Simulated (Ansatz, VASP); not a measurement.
One calculation of LiCl, two programs

Contents of INCAR:

```
SYSTEM = LiCl
PREC = Accurate
ENCUT = 520
EDIFF = 1E-6
ISMEAR = 0
SIGMA = 0.01
LREAL = .False.
LASPH = .True.
NELM = 80
ALGO = Normal
ISIF = 2
LWAVE = .False.
LCHARG = .True.
GGA = PS
LELF = .True.
LVHAR = .True.
NBANDS = 18
```

KPOINTS

```
regular mesh
0
Gamma
  5 5 3
  0 0 0
```

POSCAR

```
LiCl
1.0
    3.9248820000      0.0000000000      0.0000000000
   -1.9624410000      3.3990475189      0.0000000000
    0.0000000000      0.0000000000      6.3571610000
Li Cl
2 2
Direct
    0.6666666667      0.3333333333      0.8760170000
    0.3333333333      0.6666666667      0.3760170000
    0.6666666667      0.3333333333      0.4989840000
    0.3333333333      0.6666666667      0.9989840000
```

Input for Ansatz:

```yaml
crystal:
  lattice:
    a: 3.924882
    b: 3.924882
    c: 6.357161
    alpha: 90.0
    beta: 90.0
    gamma: 120.0
  atoms:
    - { symbol: Li, position: [0.6666666666666666, 0.3333333333333333, 0.876017] }
    - { symbol: Li, position: [0.3333333333333333, 0.6666666666666666, 0.376017] }
    - { symbol: Cl, position: [0.6666666666666666, 0.3333333333333333, 0.498984] }
    - { symbol: Cl, position: [0.3333333333333333, 0.6666666666666666, 0.998984] }
kpoints:
  mp_grid:
    grid: [5, 5, 3]
    shift: [0.0, 0.0, 0.0]
hamiltonian:
  xc: pbesol
scf:
  occupations:
    method: fixed
output:
  wannier:
    kmesh: [4, 4, 2]
    projections:
      - { species: Cl, l: p }
    minimise: true
```

Measurements of this composition are mostly on another form, of space group No. 225.

Alike in both runs: task single point; functional PBEsol; k mesh 5 × 5 × 3; no spin polarisation.

|  | VASP | Ansatz |
| --- | --- | --- |
| version | VASP 6.6.1 | Ansatz 0.2.0 |
| potentials or method | VASP PAW PBE potentials, release 64 (Li_sv, Cl) | plane waves, PAW |
| plane-wave cutoff (eV) | 520 | 420 |
| occupations | gaussian, width 0.01 eV | fixed |
| valence electrons in the cell | 20 | 20 |

```csv
,VASP,Ansatz,Ansatz less VASP
gap on the k mesh at the Fermi level (eV),5.74,5.74,-0.003
```

 PBEsol gaps usually lie below the measured ones, often by a third to a half.
